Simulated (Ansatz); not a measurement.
# Bi (R-3m) in Ansatz: reference runs

Aim: a first look at Bi with PBE, on the cell as given and on a disturbed one.

All numbers are computed with Ansatz 0.2.0; they aren't measurements. Logs are shortened: lines on timing, memory, paths and dates and some standing lists are left out, and cuts for length are marked.

## Step 1: The crystal as given

The structure is trigonal, space group R-3m (No. 166). The conventional cell has a = 4.535 Å, b = 4.535 Å, c = 11.814 Å, α = 90.00°, β = 90.00°, γ = 120.00°. Around Bi (site symmetry 3m) lie 6 Bi at 3.06 to 3.52 Å.

## Step 2: Single point, PBE

input.yaml reads:

```yaml
crystal:
  lattice:
    - [2.2675, 1.3091417354, 3.938]
    - [-2.2675, 1.3091417354, 3.938]
    - [0.0, -2.6182834708, 3.938]
  atoms:
    - { symbol: Bi, position: [0.766, 0.766, 0.766] }
    - { symbol: Bi, position: [0.234, 0.234, 0.234] }
hamiltonian:
  xc: pbe
  pseudopotentials: { kind: paw }
kpoints:
  mp_grid: { grid: [7, 7, 7] }
scf:
  occupations: { method: fermi_dirac, width: 0.05 }
output:
  forces: true
  stress: true
  eigenvalues: true
```

Potentials or basis: Ansatz PAW.

Run with:

```console
$ ansatz run input.yaml --threads 1 --pin off --max-ram 2560MiB --backend cpu --events-out ev --progress --plain --runs-dir out
```

The log of the run:

```text
Warning: RAYON_NUM_THREADS=1 ignored (pool sized by the plan → 1); use --threads N
Engine: ansatz 0.2.0, x86_64-unknown-linux-gnu
Pseudopotentials: kind: paw
Pseudopotential: Bi, paw, valence charge 15, recommended cutoff 420 eV (normal), Bi.paw.azcp
Functional definition: PBE
  parameter kappa = 0.804
  parameter beta = 0.06672455060314922
  exchange = pbe_x(kappa = kappa, mu = beta*pi^2/3)
  correlation = pbe_c(beta = beta)
Crystal: 2 atoms, lattice volume = 70.139 Å³
Basis set: ecut = 420 eV, 1369 PW (Γ), exchange–correlation on 64×64×64 points (8 copies of the dense FFT grid, shifted against one another)
Bands: 19, of which v1, the nominal top of the filled ones, is band 15 counted from 1 (14 counted from 0)
Symmetry: 12 space group operations
Space group: R-3m (ITA 166), of the structure as read, at distance tolerance 4.1e-5 Å
k-points: 44 of 343
Non-local potential: Bi, projectors of the file, l = 0: 2, l = 1: 2, l = 2: 2, l = 3: 2
PAW form: soft (Blöchl's): semilocal exchange-correlation on the pseudo side does not see the compensation charge
PAW one-centre angular grid: Bi, 590 points (default); XC on 64 Gauss nodes
Initial density: superposition of atomic densities (neutral atoms: chi_scale 0, normalization atom), corrected by the library's trained network
Initial wavefunctions: pseudopotential atomic-orbital guess
Functional: x = pbe(κ = 0.804, μ = 0.2195149727645171), c = pbe(β = 0.06672455060314922)
SCF iter   1: F=—  HF=-24793.103661 eV  |F-HF|=—  |Δ(HF+E_count)|=         —  Δρ=9.93e-4  dr2=7.37e-4  ethr=1.77e-3  ⟨swp⟩=6.2  Hψ=4194  notcnv=0
preconditioner: auto → none  [insulator: Δε(μ)=0.263 eV  Ē_g=20.357 eV  σ=0.050 eV  W_gap=0.86  n_scr=14 (ndim 8)  ℏωp=24.3 eV  f_vac=0.003  D(μ)=0.12/eV (n_scr^D=0)  ε∞_Penn≈2.4]
SCF iter   2: F=—  HF=-24793.102927 eV  |F-HF|=—  |Δ(HF+E_count)|=   7.34e-4  Δρ=4.84e-4  dr2=1.38e-4  ethr=2.46e-6  ⟨swp⟩=2.3  Hψ=1900  notcnv=0
SCF iter   3: F=—  HF=-24793.102983 eV  |F-HF|=—  |Δ(HF+E_count)|=   5.61e-5  Δρ=2.10e-4  dr2=1.95e-5  ethr=4.60e-7  ⟨swp⟩=2.3  Hψ=1460  notcnv=0
SCF iter   4: F=—  HF=-24793.103007 eV  |F-HF|=—  |Δ(HF+E_count)|=   2.39e-5  Δρ=3.89e-5  dr2=7.02e-7  ethr=6.51e-8  ⟨swp⟩=2.0  Hψ=1057  notcnv=0
iter 5 did not close the SCF: its close was put off for the readings that it lacked (scf_convergence_deferred on its scf_iter line)
SCF iter   5: F=-24793.103007 eV  HF=-24793.103007 eV  |F-HF|=1.78e-8  |Δ(HF+E_count)|=   5.81e-7  Δρ=6.11e-6  dr2=1.96e-8  ethr=2.34e-9  ⟨swp⟩=2.0  Hψ=1497  notcnv=0
SCF iter   6: F=-24793.103007 eV  HF=-24793.103007 eV  |F-HF|=4.15e-10  |Δ(HF+E_count)|=   8.45e-9  Δρ=1.10e-6  dr2=9.75e-10  ethr=6.52e-11  ⟨swp⟩=2.7  Hψ=3237  notcnv=0
SCF 1 converged in 6 iterations: F = -24793.103007 eV  dr2 = 9.75e-10
SCF converged after 6 iterations
Free energy (F): -24793.103007 eV
Harris-Foulkes:  -24793.103007 eV  (|F-HF|=4.15e-10)
Internal energy: -24793.101689 eV  (E = F + TS)
E sigma→0 (E₀):  -24793.102348 eV
Entropy (-TS):   -0.001318 eV (-0.659 meV/atom)
Fermi energy:    9.684517 eV
--- Per-component energies (eV) ---
  E_band       = -216.529033
  E_kinetic    = 605.169030
  E_local      = -3109.490177  (includes V_loc(G=0)·N_el)
  E_nonlocal   = 1118.913514
  E_hartree    = 1014.692225
  E_xc         = -302.420023
  E_vxc        = -288.358554  (∫ρ·V_xc dr)
  E_paw        = -21326.434114  (= ΣΔE_a)
  E_vpaw       = -572.145241  (= ΣTr[D̂ρ^β])
  E_aug_tail   = -0.000870  (compensation charges beyond the density's cutoff)
  E_ewald      = -2793.531276
  E_smearing   = -0.001318  (= −TS)
  E_closure    = 0.000000  (closes the sum)
  Σ components = -24793.103007   (vs F -24793.103007, Δ=0.00e0)
--- Forces (eV/Å), atoms counted from 1 ---
  atom   1  Bi    -0.00000000    -0.00000000    -0.19950710
  atom   2  Bi     0.00000000     0.00000000     0.19950710
  max |Σ_I F_I| component: 2.78e-17 eV/Å
--- Stress (GPa, compression-positive) ---
        2.167942       0.000000      -0.000000
        0.000000       2.167942      -0.000000
       -0.000000      -0.000000       1.958725
  P = ⅓ Tr σ = 2.0982 GPa (20.982 kbar)
--- Band table (eV; the first three rows and the last of 44) ---
  k-point 0: bands = ["-13.1761", "-13.1761", "-13.0231", "-13.0231", "-13.0059", "-12.8357", "-12.8238", "-12.8238", "-12.6991", "-12.6991", "-3.3339", "2.3527", "8.2939", "8.5499", "8.5499", "12.2805", "12.7501", "12.7501", "15.4226"]
  k-point 1: bands = ["-13.1614", "-13.1571", "-13.0166", "-13.0116", "-12.9959", "-12.8455", "-12.8335", "-12.8298", "-12.7199", "-12.7146", "-3.1416", "1.9105", "8.3633", "8.5361", "8.5759", "11.8266", "12.1014", "12.3091", "14.8249"]
  k-point 2: bands = ["-13.1235", "-13.1041", "-13.0022", "-12.9806", "-12.9659", "-12.8781", "-12.8608", "-12.8427", "-12.7741", "-12.7541", "-2.5783", "0.8452", "8.3753", "8.5353", "8.8391", "10.6400", "11.2613", "11.4694", "15.2466"]
  k-point 43: bands = ["-13.0879", "-13.0873", "-12.9892", "-12.9823", "-12.9646", "-12.8726", "-12.8552", "-12.8514", "-12.8003", "-12.7957", "-1.9617", "-0.0910", "7.0562", "8.5533", "8.9096", "10.8240", "11.2294", "12.8264", "16.2265"]
```

Wall time 1.2 s (1 thread of AMD EPYC 9R45 (Zen 5), shared host); peak memory 0.42 GiB.

Results:

- Free energy: -24793.1030 eV
- Pressure: 2.1 GPa
- Largest force: 0.200 eV/Å
- Band gap on the k mesh: 0.26 eV, indirect (least direct gap 0.53 eV)

Forces on the atoms (eV/Å):
```
Bi   0.000  0.000 -0.200
Bi   0.000  0.000  0.200
```

Levels at points of the mesh, in eV from the valence-band top:
| k point | band 12 | band 13 | band 14 | band 15 | band 16 | band 17 | band 18 | band 19 |
| --- | --- | --- | --- | --- | --- | --- | --- | --- |
| (0.00, 0.00, 0.00) | -7.18 | -1.24 | -0.99 | -0.99 | 2.75 | 3.21 | 3.21 | 5.89 |

Caveat: odd divisions of the mesh miss points on the zone boundary, where band edges often lie, so the gap on the mesh can be too wide; spin-orbit coupling is left out, which as a rule narrows the gap of such compounds by several tenths of an eV.

## Step 3: Single point, PBE (atoms moved at random, drawn with an rms of 0.05 Å)

Edit input.yaml of step 2 so:

```diff
@@ -6,4 +6,4 @@
   atoms:
-    - { symbol: Bi, position: [0.766, 0.766, 0.766] }
-    - { symbol: Bi, position: [0.234, 0.234, 0.234] }
+    - { symbol: Bi, position: [0.772434, 0.786245, 0.754061] }
+    - { symbol: Bi, position: [0.23222, 0.238582, 0.232252] }
 hamiltonian:
```

Potentials or basis: Ansatz PAW.

Run with:

```console
$ ansatz run input.yaml --threads 1 --pin off --max-ram 2560MiB --backend cpu --events-out ev --progress --plain --runs-dir out
```

The log of the run:

```text
Warning: RAYON_NUM_THREADS=1 ignored (pool sized by the plan → 1); use --threads N
[... 8 set-up lines as earlier in the session ...]
Crystal: 2 atoms, lattice volume = 70.139 Å³
Basis set: ecut = 420 eV, 1369 PW (Γ), exchange–correlation on 64×64×64 points (8 copies of the dense FFT grid, shifted against one another)
Bands: 19, of which v1, the nominal top of the filled ones, is band 15 counted from 1 (14 counted from 0)
Symmetry: 2 space group operations
Space group: P-1 (ITA 2), of the structure as read, at distance tolerance 4.1e-5 Å
k-points: 172 of 343
[... 6 set-up lines as earlier in the session ...]
SCF iter   1: F=—  HF=-24793.080145 eV  |F-HF|=—  |Δ(HF+E_count)|=         —  Δρ=9.60e-4  dr2=8.09e-4  ethr=1.77e-3  ⟨swp⟩=6.2  Hψ=16536  notcnv=0
preconditioner: auto → none  [insulator: Δε(μ)=0.235 eV  Ē_g=20.386 eV  σ=0.050 eV  W_gap=0.81  n_scr=14 (ndim 8)  ℏωp=24.3 eV  f_vac=0.003  D(μ)=0.11/eV (n_scr^D=0)  ε∞_Penn≈2.4]
SCF iter   2: F=—  HF=-24793.079478 eV  |F-HF|=—  |Δ(HF+E_count)|=   6.67e-4  Δρ=4.61e-4  dr2=1.35e-4  ethr=2.70e-6  ⟨swp⟩=2.3  Hψ=7452  notcnv=0
SCF iter   3: F=—  HF=-24793.079529 eV  |F-HF|=—  |Δ(HF+E_count)|=   5.10e-5  Δρ=1.91e-4  dr2=1.72e-5  ethr=4.50e-7  ⟨swp⟩=2.2  Hψ=5784  notcnv=0
SCF iter   4: F=—  HF=-24793.079553 eV  |F-HF|=—  |Δ(HF+E_count)|=   2.45e-5  Δρ=4.02e-5  dr2=6.96e-7  ethr=5.72e-8  ⟨swp⟩=2.0  Hψ=4129  notcnv=0
iter 5 did not close the SCF: its close was put off for the readings that it lacked (scf_convergence_deferred on its scf_iter line)
SCF iter   5: F=-24793.079554 eV  HF=-24793.079554 eV  |F-HF|=2.41e-8  |Δ(HF+E_count)|=   9.73e-7  Δρ=7.10e-6  dr2=2.71e-8  ethr=2.32e-9  ⟨swp⟩=2.0  Hψ=5850  notcnv=0
SCF iter   6: F=-24793.079554 eV  HF=-24793.079554 eV  |F-HF|=5.28e-10  |Δ(HF+E_count)|=   1.24e-8  Δρ=1.25e-6  dr2=1.55e-9  ethr=9.04e-11  ⟨swp⟩=2.9  Hψ=12969  notcnv=0
SCF 1 converged in 6 iterations: F = -24793.079554 eV  dr2 = 1.55e-9
SCF converged after 6 iterations
Free energy (F): -24793.079554 eV
Harris-Foulkes:  -24793.079554 eV  (|F-HF|=5.28e-10)
Internal energy: -24793.078310 eV  (E = F + TS)
E sigma→0 (E₀):  -24793.078932 eV
Entropy (-TS):   -0.001244 eV (-0.622 meV/atom)
Fermi energy:    9.693850 eV
--- Per-component energies (eV) ---
  E_band       = -216.659148
  E_kinetic    = 605.533670
  E_local      = -3119.520548  (includes V_loc(G=0)·N_el)
  E_nonlocal   = 1118.861589
  E_hartree    = 1019.544603
  E_xc         = -302.541218
  E_vxc        = -288.525121  (∫ρ·V_xc dr)
  E_paw        = -21326.427248  (= ΣΔE_a)
  E_vpaw       = -572.096171  (= ΣTr[D̂ρ^β])
  E_aug_tail   = -0.000867  (compensation charges beyond the density's cutoff)
  E_ewald      = -2788.528291
  E_smearing   = -0.001244  (= −TS)
  E_closure    = 0.000000  (closes the sum)
  Σ components = -24793.079554   (vs F -24793.079554, Δ=0.00e0)
--- Forces (eV/Å), atoms counted from 1 ---
  atom   1  Bi     0.04700582    -0.19533581    -0.47753566
  atom   2  Bi    -0.04700582     0.19533581     0.47753566
  max |Σ_I F_I| component: 0.00e0 eV/Å
--- Stress (GPa, compression-positive) ---
        2.255606       0.127903      -0.230961
        0.127903       3.326273       0.904721
       -0.230961       0.904722       2.682241
  P = ⅓ Tr σ = 2.7547 GPa (27.547 kbar)
--- Band table (eV; the first three rows and the last of 172) ---
  k-point 0: bands = ["-13.2015", "-13.1726", "-13.0309", "-13.0296", "-13.0009", "-12.8343", "-12.8179", "-12.8151", "-12.6989", "-12.6816", "-3.3800", "2.3962", "8.3634", "8.4573", "8.5849", "12.0996", "12.6060", "12.8608", "15.5277"]
  k-point 1: bands = ["-13.1832", "-13.1591", "-13.0212", "-13.0178", "-12.9927", "-12.8428", "-12.8265", "-12.8257", "-12.7132", "-12.7014", "-3.1843", "1.9369", "8.3318", "8.5386", "8.5873", "11.7700", "12.1824", "12.2577", "14.8101"]
  k-point 2: bands = ["-13.1332", "-13.1235", "-13.0038", "-12.9830", "-12.9677", "-12.8741", "-12.8576", "-12.8389", "-12.7541", "-12.7483", "-2.6093", "0.8357", "8.2771", "8.4946", "8.8838", "10.6340", "11.4349", "11.5315", "15.2377"]
  k-point 171: bands = ["-13.1131", "-13.0451", "-13.0015", "-12.9481", "-12.9362", "-12.9108", "-12.8885", "-12.8509", "-12.8184", "-12.7713", "-1.5205", "-0.5049", "6.9747", "8.1506", "8.6086", "10.7034", "11.4645", "12.3252", "16.3742"]
```

Run time: 4.2 s. Hardware: 1 thread of AMD EPYC 9R45 (Zen 5), shared host; peak memory 0.53 GiB.

What came out:

```
Free energy            : -24793.0796 eV
Pressure               : 2.8 GPa
Largest force          : 0.518 eV/Å
Band gap on the k mesh : 0.24 eV, indirect (least direct gap 0.53 eV)
```

Forces on the atoms (eV/Å):
```
Bi   0.047 -0.195 -0.478
Bi  -0.047  0.195  0.478
```

Stress tensor (GPa, compression positive):
```
 2.26  0.13 -0.23
 0.13  3.33  0.90
-0.23  0.90  2.68
```

Caveat: odd divisions of the mesh miss points on the zone boundary, where band edges often lie, so the gap on the mesh can be too wide; spin-orbit coupling is left out, which as a rule narrows the gap of such compounds by several tenths of an eV. A k mesh can miss the band edges.
